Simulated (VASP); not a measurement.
Wanted: the native input for a VASP 6.6.1 run.

| Quantity | Value |
| --- | --- |
| Task | single point |
| Functional | PBEsol |
| Potentials or basis | VASP PAW PBE potentials, release 64 (Cs_sv) |
| Cutoff | 520 eV |
| k mesh | 6 × 6 × 2 |
| Occupations | gaussian, width 0.1 eV |
| Spin | no spin polarisation |
| Dipole correction | no |
| Further INCAR settings | ALGO = Fast; EDIFF = 1e-07; NBANDS = 16 |

The structure of Cs lies in POSCAR:

```
Cs
1.0
    5.5663060538      0.0000000000      0.0000000000
   -2.7831530269      4.8205624479      0.0000000000
    0.0000000000      0.0000000000      9.2584789600
Cs
2
Direct
    0.3333333300      0.6666666700      0.2500000000
    0.6666666700      0.3333333300      0.7500000000
```

This isn't the form of Cs at room conditions, which is bcc.

One way to write it, as run:

INCAR

```
SYSTEM = Cs
PREC = Accurate
ENCUT = 520
EDIFF = 1E-7
ISMEAR = 0
SIGMA = 0.1
LREAL = .False.
LASPH = .True.
NELM = 100
ALGO = Fast
ISIF = 2
LWAVE = .False.
LCHARG = .True.
GGA = PS
LELF = .True.
LVHAR = .True.
NBANDS = 16
```

KPOINTS

```
Automatic mesh
0
Gamma
  6 6 2
  0 0 0
```

Potentials or basis: VASP PAW PBE potentials, release 64 (Cs_sv).

Run with:

```sh
$ cat potpaw_PBE.64/Cs_sv/POTCAR > POTCAR
$ mpirun -np 1 vasp_std > vasp.out
```

Results of the run:

```
Pressure               : -0.2 GPa
Band gap on the k mesh : none (metal or under the smearing width)
```

Caveat: the PAW data sets were made with another functional, which shifts forces and pressure a little.

It took 38 s on 1 thread of AMD EPYC 9R45 (Zen 5), with other jobs on the host, peak memory 0.3 GiB.
